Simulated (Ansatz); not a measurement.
GaP, space group F-43m, a displacement scan with seeded SCF runs

With Ansatz 0.2.0, Python API.

Run as a notebook:

```python
import ansatz
import numpy as np
```

```python
lattice = ansatz.Lattice.of(
    [0.0, 2.72525, 2.72525],
    [2.72525, 0.0, 2.72525],
    [2.72525, 2.72525, 0.0],
)
sites = [
    ("Ga", [0.0, 0.0, 0.0]),
    ("P", [0.25, 0.25, 0.25]),
]
cell = ansatz.Crystal(lattice=lattice)
for symbol, position in sites:
    cell = cell.atom(symbol, position)
```

```python
start = np.array(cell.resolved().sites[1].position)
previous, rows = None, []
for step in range(4):
    target = start + step * 0.01 * np.eye(3)[1]
    calc = (
        cell.move(1, to=target).calculation()
        .occupations(ansatz.OccupationsMethod.FIXED)
        .kpoints(mesh=(6, 6, 6), center="gamma")
        .basis(450)
        .forces()
    )
    session = calc.session()
    if previous is not None:
        session.seed_next_step(previous)
    previous = session.plan(retain="density").execute()
    summary = previous.report
    shift = float(np.linalg.norm((target - start) @ np.array(summary["lattice"]["cell_ang"])))
    rows.append((step, shift, summary["lagrangian_ev"], float(np.linalg.norm(summary["forces_ev_ang"][1])), summary["n_iterations"], summary["n_symmetry_ops"]))
rows = [(row[0], row[1], 1000 * (row[2] - rows[0][2]), *row[3:]) for row in rows]
lines = [",".join(["step", "moved A", "dE meV", "force on it eV/A", "iterations", "symmetry operations"])] + [",".join(f"{v:.4f}" if isinstance(v, float) else str(v) for v in row) for row in rows]
print("\n".join(lines))
with open("walk.csv", "w") as handle:
    handle.write("\n".join(lines) + "\n")
```

    step,moved A,dE meV,force on it eV/A,iterations,symmetry operations
    0,0.0000,0.0000,0.0000,6,24
    1,0.0385,7.5100,0.3907,5,2
    2,0.0771,30.0690,0.7868,5,2
    3,0.1156,67.7643,1.1941,5,2

Reading the output:
- No functional is typed, so the default, PBE, holds.
- The starting cell is as deposited in a crystallographic database; the results hold for this polymorph, which needn't be the stable one.
- The first step keeps the crystal's symmetry; the moved atom lowers it.
- Run time: 7.8 s on 1 thread of Arm Neoverse V2, on a shared host, peak memory 0.41 GiB.
